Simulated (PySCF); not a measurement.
Mg, 1 atom in the cell. Symmetry: Fm-3m, No. 225, cubic system. Conventional cell: a = 4.489 Å, b = 4.489 Å, c = 4.489 Å, α = 90.00°, β = 90.00°, γ = 90.00°. Around Mg (site symmetry m-3m) lie 12 Mg at 3.17 Å. This isn't the form of Mg at room conditions, which is hcp.

- Program: PySCF 2.14.0
- Task: density of states
- Functional: PBE
- Potentials or basis: DZVP-MOLOPT-SR/GTH-PBE (potentials made for PBE)
- k mesh: 10 × 10 × 10
- Occupations: fermi-dirac, width 0.05 eV
- Spin: no spin polarisation
- Symmetry: yes
- Density cutoff: 400 Ha
- Exponents discarded below (exp_to_discard): 0.02 1/bohr^2
- Potentials: Mg GTH-PBE-q10
- Gaussian width of the DOS: 0.15 eV
- conv_tol: 1e-07 Ha
- max_cycle: 60
- Coulomb method: multigrid

Potentials or basis: DZVP-MOLOPT-SR/GTH-PBE (potentials made for PBE).

Run with:

```bash
$ OMP_NUM_THREADS=4 python -u run.py > log
```

Hardware: 4 threads of Arm Neoverse V1, with other jobs on the host.

Task: Estimate the wall time of this run.

Result: It took 2.3 min on 4 threads of Arm Neoverse V1, with other jobs on the host, peak memory 4.2 GiB. Counts: scf iterations 4, basis 9, k points 47.
